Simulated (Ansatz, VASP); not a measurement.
**Two plane-wave programs on Al**

The input INCAR:

```
PREC     = Accurate       # precision mode
ENCUT    = 520            # plane-wave cutoff, eV
EDIFF    = 1E-7           # SCF threshold, eV
ISMEAR   = 0              # smearing method
SIGMA    = 0.012          # smearing width, eV
LREAL    = F              # projectors in reciprocal space
LASPH    = T              # aspherical terms in the spheres
NELM     = 60             # most SCF steps
ALGO     = Normal         # electronic algorithm
ISIF     = 2              # what is computed and relaxed
LWAVE    = F              # write WAVECAR
LCHARG   = F              # write CHGCAR
GGA      = PE             # functional
```

The input KPOINTS:

```
Automatic mesh
0
Gamma
  11 11 11
```

File POSCAR:

```
Al
1.0
    0.0000000000      2.0248050000      2.0248050000
    2.0248050000      0.0000000000      2.0248050000
    2.0248050000      2.0248050000      0.0000000000
Al
1
Direct
    0.0000000000      0.0000000000      0.0000000000
```

The input input.yaml:

```yaml
crystal:
  lattice:
    - [0.0, 2.024805, 2.024805]
    - [2.024805, 0.0, 2.024805]
    - [2.024805, 2.024805, 0.0]
  atoms:
    - { symbol: Al, position: [0.0, 0.0, 0.0] }
hamiltonian:
  xc: pbe
  pseudopotentials: { kind: paw }
kpoints:
  mp_grid: { grid: [11, 11, 11] }
scf:
  occupations: { method: gaussian, width: 0.012 }
output:
  forces: true
  stress: true
  eigenvalues: true
```

Alike in both runs: task single point; functional PBE; k mesh 11 × 11 × 11; occupations gaussian, width 0.012 eV; no spin polarisation.

|  | VASP | Ansatz |
| --- | --- | --- |
| version | VASP 6.6.1 | Ansatz 0.2.0 |
| potentials or method | VASP PAW PBE potentials, release 64 (Al) | Ansatz PAW |
| plane-wave cutoff (eV) | 520 | 420 |
| valence electrons in the cell | 3 | 3 |

Ansatz gave:

| Item | Value |
| --- | --- |
| gap on the k mesh at the Fermi level (eV) | none |
| pressure (GPa) | -0.5 |

Problem. Estimate VASP's values.

Solution. gap on the k mesh at the Fermi level (eV): none; pressure (GPa): -0.6.

A gap of «none» marks a metal or a gap that the smearing closes. The functional is the same, so the differences come from potentials, cutoffs and numerics.
